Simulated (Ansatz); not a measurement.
# Sn: the cost of one run

Program: Ansatz 0.2.0. Level of theory: DFT PBEsol, scalar-relativistic, plane waves, PAW. These are calculated values, not measurements.

## 1. The system as given

It takes space group I4/mmm (No. 139, tetragonal). Conventional cell: a = 4.058 Å, b = 4.058 Å, c = 3.322 Å, α = 90.00°, β = 90.00°, γ = 90.00°. Sn (site symmetry 4/mmm) is surrounded by 10 Sn at 3.32 Å.

Structure file:

```
Sn
1.0
    -2.02919    2.02919    1.66076
     2.02919   -2.02919    1.66076
     2.02919    2.02919   -1.66076
Sn
1
Direct
  0.00000 0.00000 0.00000
```

This is candidate A: structure listed in a database for this formula (I4/mmm, No. 139).

(A quick probe on a coarse mesh, which set the mesh and smearing, is not shown.)

## 3. Relaxing cell and atoms (candidate A)

The input, input.yaml:

```yaml
crystal:
  lattice:
    - [-2.029189411, 2.029189411, 1.6607599896]
    - [2.029189411, -2.029189411, 1.6607599896]
    - [2.029189411, 2.029189411, -1.6607599896]
  atoms:
    - { symbol: Sn, position: [0.0, 0.0, 0.0] }
basis:
  ecutwfc: 420
kpoints:
  mp_grid: { grid: [22, 22, 22] }
hamiltonian:
  xc: pbesol
scf:
  occupations: { method: gaussian, width: 0.1 }
output:
  forces: true
  stress: true
  eigenvalues: true
relax:
  adjacent_minimum: "off"
  f_tol: 0.01
  max_steps: 80
  cell: { stress_tol: 0.05 }
```

What time and memory should one allow on 1 thread of an x86-64 CPU, shared host?

About 77 s, with a peak of 0.7 GiB.
